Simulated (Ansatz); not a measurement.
# PbS (Galena) (Fm-3m) in Ansatz: further runs

The runs below take PbS (Galena) through single point, relaxation of cell and atoms, with PBE, PBE+D4.

Program: Ansatz 0.2.0. These are calculated values, not measurements. Logs are shortened: lines on timing, memory, paths and dates and some standing lists are left out, and cuts for length are marked.

## (1) Starting point

It takes space group Fm-3m (No. 225, cubic). The conventional cell has a = 5.931 Å, b = 5.931 Å, c = 5.931 Å, α = 90.00°, β = 90.00°, γ = 90.00°. Pb (site symmetry m-3m) is surrounded by 6 S at 2.97 Å. S (site symmetry m-3m) is surrounded by 6 Pb at 2.97 Å.

## (2) Single point, PBE

Input file input.yaml:

```yaml
crystal:
  lattice:
    - [0.0, 2.96575, 2.96575]
    - [2.96575, 0.0, 2.96575]
    - [2.96575, 2.96575, 0.0]
  atoms:
    - { symbol: Pb, position: [0.0, 0.0, 0.0] }
    - { symbol: S, position: [0.5, 0.5, 0.5] }
kpoints:
  mp_grid: { grid: [3, 3, 3] }
scf:
  occupations: { method: fermi_dirac, width: 0.02 }
hamiltonian:
  xc: pbe
  pseudopotentials: { kind: all_electron, lapw: { basis_error: 0.003 } }
output:
  forces: true
  stress: true
  eigenvalues: true
```

Potentials or basis: all-electron LAPW, scalar-relativistic.

Launch:

```bash
> ansatz run input.yaml --threads 1 --pin off --max-ram 3072MiB --backend cpu --events-out ev --progress --plain --runs-dir out
```

The program printed:

```text
Warning: RAYON_NUM_THREADS=1 ignored (pool sized by the plan → 1); use --threads N
LAPW: plane waves up to 6.396 Å⁻¹, error target 3.0e-3 eV per atom; small_component_spin mean_spin; S in spheres of 1.309 Å, 14 of its electrons in bands, Dirac shells []; Pb in spheres of 1.657 Å, 36 of its electrons in bands, Dirac shells [] (how accurate: hamiltonian.pseudopotentials.lapw.basis_error, Limitations)
Engine: ansatz 0.2.0, x86_64-unknown-linux-gnu
Pseudopotentials: kind: all_electron
Pseudopotential: Pb, LAPW, valence charge 36, lapw/all_electron/scalar/gaussian/Pb, Koelling and Harmon's equation, gaussian nucleus
Pseudopotential: S, LAPW, valence charge 14, lapw/all_electron/scalar/gaussian/S, Koelling and Harmon's equation, gaussian nucleus
Functional definition: PBE
  parameter kappa = 0.804
  parameter beta = 0.06672455060314922
  exchange = pbe_x(kappa = kappa, mu = beta*pi^2/3)
  correlation = pbe_c(beta = beta)
Crystal: 2 atoms, lattice volume = 52.172 Å³
Basis set: ecut = 155.87688399415816 eV, 259 PW (Γ), exchange–correlation at level 2
Bands: 30, of which v1, the nominal top of the filled ones, is band 25 counted from 1 (24 counted from 0)
Symmetry: 48 space group operations
Space group: Fm-3m (ITA 225), of the structure as read, at distance tolerance 3.7e-5 Å
k-points: 4 of 27
Non-local potential: Pb, projectors of the file, none
Non-local potential: S, projectors of the file, none
Initial density: superposition of atomic densities (chi_scale 0.1, normalization cell, long waves kept (reshape's long-wave potential 0.00 eV rms))
Initial wavefunctions: plane waves of lowest kinetic energy (no species holds an atomic orbital)
Functional: x = pbe(κ = 0.804, μ = 0.2195149727645171), c = pbe(β = 0.06672455060314922)
iter 1 solved again at ethr=2.57e-3 eV; its pass at ethr=1.00e-1 eV (dr2=1.29e0 eV) is discarded
SCF iter   1: F=—  HF=-578930.927905 eV  |F-HF|=—  |Δ(HF+E_count)|=         —  Δρ=3.29e-2  dr2=1.29e0  ethr=2.57e-3  ⟨swp⟩=2.0  Hψ=744  notcnv=0
preconditioner: auto → none  [insulator: Δε(μ)=2.637 eV  Ē_g=16.206 eV  σ=0.020 eV  W_gap=1.00  n_scr=14 (ndim 8)  ℏωp=23.0 eV  f_vac=0.054  D(μ)=0.00/eV (n_scr^D=0)  ε∞_Penn≈3.0]
iter 2 solved again at ethr=1.48e-4 eV; its pass at ethr=2.57e-3 eV (dr2=7.39e-2 eV) is discarded
SCF iter   2: F=—  HF=-578930.542384 eV  |F-HF|=—  |Δ(HF+E_count)|=   3.86e-1  Δρ=9.98e-3  dr2=7.40e-2  ethr=1.48e-4  ⟨swp⟩=2.0  Hψ=616  notcnv=0
SCF iter   3: F=—  HF=-578930.466670 eV  |F-HF|=—  |Δ(HF+E_count)|=   7.57e-2  Δρ=4.13e-3  dr2=1.46e-2  ethr=1.48e-4  ⟨swp⟩=3.2  Hψ=383  notcnv=0
SCF iter   4: F=—  HF=-578930.468533 eV  |F-HF|=—  |Δ(HF+E_count)|=   1.86e-3  Δρ=4.66e-4  dr2=1.06e-4  ethr=2.93e-5  ⟨swp⟩=2.0  Hψ=374  notcnv=0
SCF iter   5: F=—  HF=-578930.468259 eV  |F-HF|=—  |Δ(HF+E_count)|=   2.74e-4  Δρ=1.88e-4  dr2=2.84e-5  ethr=2.12e-7  ⟨swp⟩=2.8  Hψ=360  notcnv=0
SCF iter   6: F=—  HF=-578930.468259 eV  |F-HF|=—  |Δ(HF+E_count)|=   9.22e-8  Δρ=7.63e-5  dr2=6.64e-6  ethr=5.67e-8  ⟨swp⟩=2.8  Hψ=362  notcnv=0
SCF iter   7: F=—  HF=-578930.468259 eV  |F-HF|=—  |Δ(HF+E_count)|=   6.39e-7  Δρ=1.18e-5  dr2=1.38e-7  ethr=1.33e-8  ⟨swp⟩=2.0  Hψ=356  notcnv=0
SCF iter   8: F=-578930.468259 eV  HF=-578930.468259 eV  |F-HF|=4.42e-9  |Δ(HF+E_count)|=   6.19e-8  Δρ=1.76e-6  dr2=1.49e-9  ethr=2.76e-10  ⟨swp⟩=2.8  Hψ=360  notcnv=0
SCF 1 converged in 8 iterations: F = -578930.468259 eV  dr2 = 1.49e-9
SCF converged after 8 iterations
Free energy (F): -578930.468259 eV
Harris-Foulkes:  -578930.468259 eV  (|F-HF|=4.42e-9)
Internal energy: -578930.468259 eV  (E = F + TS)
E sigma→0 (E₀):  -578930.468259 eV
Fermi energy:    11.843148 eV
--- Per-component energies (eV) ---
  E_band       = -3527.659473
  E_kinetic    = 665882.885200
  E_xc         = -11278.267660
  E_electrostatic = -1233535.085799  (all electrons and nuclei)
  E_smearing   = -0.000000  (= −TS)
  E_closure    = 0.000000  (closes the sum)
  E_atoms      = -578921.625793  (free atoms, spherical and without spin; not in F)
  Σ components = -578930.468259   (vs F -578930.468259, Δ=0.00e0)
  Basis errors (estimates in eV, not in F): energy 1.0e-3 per atom: plane waves 9.0e-4 (5.0e-4 summed), levels above the bands 6.0e-139, relativity 1.0e-7, radial functions 1.3e-4, core shells 6.8e-9; eigenvalues (radial functions only) 1.6e-4; not estimated: angular momenta, meshes, grids; target (lapw.basis_error) 3.0e-3; muffin-tin radii S 1.309 Å, Pb 1.657 Å
--- Forces (eV/Å), atoms counted from 1 ---
  atom   1  Pb    -0.00000000    -0.00000000    -0.00000000
  atom   2  S      0.00000000    -0.00000000     0.00000000
  max |Σ_I F_I| component: 3.29e-31 eV/Å
--- Stress (GPa, compression-positive) ---
        1.182246       0.000000      -0.000000
        0.000000       1.182246      -0.000000
       -0.000000      -0.000000       1.182246
  P = ⅓ Tr σ = 1.1822 GPa (11.822 kbar)
--- Band table (eV) ---
  k-point 0: bands = ["-193.8089", "-138.5865", "-138.5865", "-138.5865", "-128.0044", "-117.0339", "-117.0312", "-117.0312", "-117.0312", "-117.0291", "-117.0291", "-117.0291", "-69.8494", "-69.8494", "-69.8494", "-5.3627", "-5.3627", "-5.3627", "-5.3484", "-5.3484", "-2.1357", "5.4455", "9.2859", "9.2859", "9.2859", "16.6996", "16.6996", "16.6996", "18.1796", "18.1796"]
  k-point 1: bands = ["-193.8089", "-138.5865", "-138.5865", "-138.5865", "-128.0044", "-117.0339", "-117.0312", "-117.0312", "-117.0312", "-117.0291", "-117.0291", "-117.0291", "-69.8495", "-69.8494", "-69.8494", "-5.3743", "-5.3743", "-5.3600", "-5.3255", "-5.3255", "-1.3166", "3.3580", "9.5486", "9.5486", "10.7356", "12.9507", "14.0379", "14.0379", "18.8376", "20.1676"]
  k-point 2: bands = ["-193.8089", "-138.5865", "-138.5865", "-138.5865", "-128.0044", "-117.0339", "-117.0312", "-117.0312", "-117.0312", "-117.0291", "-117.0291", "-117.0291", "-69.8495", "-69.8494", "-69.8494", "-5.4512", "-5.3817", "-5.3290", "-5.3177", "-5.3177", "-1.0055", "4.0651", "8.2274", "8.3190", "8.3190", "15.2153", "15.7232", "16.6885", "16.6885", "21.7113"]
  k-point 3: bands = ["-193.8089", "-138.5865", "-138.5865", "-138.5865", "-128.0044", "-117.0339", "-117.0312", "-117.0312", "-117.0312", "-117.0291", "-117.0291", "-117.0291", "-69.8495", "-69.8495", "-69.8494", "-5.4396", "-5.3525", "-5.3513", "-5.3294", "-5.3160", "-0.5627", "3.2598", "6.9953", "8.8657", "9.5312", "14.1288", "14.8870", "16.2137", "18.6898", "20.9402"]
```

Run time: 1.4 s. Hardware: 1 thread of AMD EPYC 7R43 (Zen 3), shared host; peak memory 0.27 GiB.

Results:

```
Free energy : -578930.4683 eV
Pressure    : 1.2 GPa
```

Levels at points of the mesh, in eV from the Fermi level:
```csv
k point,band 21,band 22,band 23,band 24,band 25,band 26,band 27,band 28,band 29,band 30
"(0.00, 0.00, 0.00)",-13.98,-6.40,-2.56,-2.56,-2.56,4.86,4.86,4.86,6.34,6.34
```

Caveat: the k mesh is coarse (spacing up to 0.61 Å⁻¹), so the values aren't converged; this odd mesh misses L, where the gap lies, so gap, dielectric constants and Born charges aren't listed. Spin-orbit coupling is left out, which matters for the levels of Pb.

## (3) Single point, PBE

Input file input.yaml:

```yaml
crystal:
  lattice:
    - [0.0, 2.96575, 2.96575]
    - [2.96575, 0.0, 2.96575]
    - [2.96575, 2.96575, 0.0]
  atoms:
    - { symbol: Pb, position: [0.0, 0.0, 0.0] }
    - { symbol: S, position: [0.5, 0.5, 0.5] }
kpoints:
  mp_grid: { grid: [8, 8, 8] }
scf:
  occupations: { method: gaussian, width: 0.013 }
hamiltonian:
  xc: pbe
  pseudopotentials: { kind: all_electron, lapw: { basis_error: 0.001 } }
output:
  forces: true
  stress: true
  eigenvalues: true
```

Potentials or basis: all-electron LAPW, scalar-relativistic.

Launch:

```bash
> ansatz run input.yaml --threads 1 --pin off --max-ram 3072MiB --backend cpu --events-out ev --progress --plain --runs-dir out
```

Run time: 5.4 s. Hardware: 1 thread of AMD EPYC 7R43 (Zen 3), shared host; peak memory 0.33 GiB.

The run converged. Its results:

| Property | Result |
| --- | --- |
| Free energy | -578930.3536 eV |
| Pressure | 2.2 GPa |
| Band gap on the k mesh | 0.36 eV, direct |

Levels at points of the mesh, in eV from the valence-band top:
```tsv
k point	band 23	band 24	band 25	band 26	band 27	band 28
(0.00, 0.00, 0.00)	-2.18	-2.18	-2.18	5.21	5.21	5.21
(0.00, 0.00, -0.50)	-1.79	-1.79	0.00	0.36	1.95	1.95
(0.00, -0.50, -0.50)	-5.21	-3.45	-3.45	3.85	5.57	5.68
```

Caveat: spin-orbit coupling is left out, which as a rule narrows the gap of such compounds by several tenths of an eV. A k mesh can miss the band edges.

## (4) Relaxation of cell and atoms, PBE+D4

Edit input.yaml of step 3 so:

```diff
@@ -11,5 +11,6 @@
 scf:
-  occupations: { method: gaussian, width: 0.013 }
+  occupations: { method: fermi_dirac, width: 0.05 }
 hamiltonian:
   xc: pbe
+  dispersion: d4
   pseudopotentials: { kind: all_electron, lapw: { basis_error: 0.001 } }
@@ -18,2 +19,5 @@
   stress: true
-  eigenvalues: true
+relax:
+  f_tol: 0.01
+  max_steps: 60
+  cell: {}
```

Launch:

```bash
> ansatz run input.yaml --threads 1 --pin off --max-ram 3072MiB --backend cpu --events-out ev --progress --plain --runs-dir out
```

It took 12 s on 1 thread of AMD EPYC 7R43 (Zen 3), shared host; peak memory 0.35 GiB.

It converged, with:

| Quantity | Value |
| --- | --- |
| Free energy | -578931.1110 eV |
| Relaxed volume | 26.15 Å³/atom |
| Relaxed cell | a = 4.198 Å, b = 4.198 Å, c = 4.198 Å, α = 60.00°, β = 60.00°, γ = 60.00° |
| Space group after relaxing (to 0.05 Å) | Fm-3m (No. 225) |
| Energy gained by relaxing | 0.0 meV/atom |
| Ionic steps | 4 |
| Pressure after relaxing | 0.0 GPa |

Final structure:
```
Pb S
1.0
     0.00000    2.96820    2.96820
     2.96820    0.00000    2.96820
     2.96820    2.96820    0.00000
Pb S
1 1
Cartesian
  0.0000 0.0000 0.0000
  2.9682 2.9682 2.9682
```

## (5) Overview

| task | level | cell | k mesh | cutoff (eV) | smearing | basis error allowed | mesh quality | pressure (GPa) |
| --- | --- | --- | --- | --- | --- | --- | --- | --- |
| single point | PBE | as given | 3 × 3 × 3 | 156 | fermi-dirac 0.02 eV | 0.003 eV/atom | coarse | 1.2 |
| single point | PBE | as given | 8 × 8 × 8 | 178 | gaussian 0.013 eV | 0.001 eV/atom | not flagged | 2.2 |
| relaxation of cell and atoms | PBE+D4 | relaxed | 8 × 8 × 8 | - | fermi-dirac 0.05 eV | 0.001 eV/atom | not flagged | 0.0 |

Alike in all rows: potentials or basis all-electron LAPW, scalar-relativistic; no spin polarisation.

Caveats: some runs use coarse meshes; spin-orbit coupling is left out, which as a rule narrows the gap of such compounds by several tenths of an eV (some runs).

Compare energies only between runs with the same functional and basis.
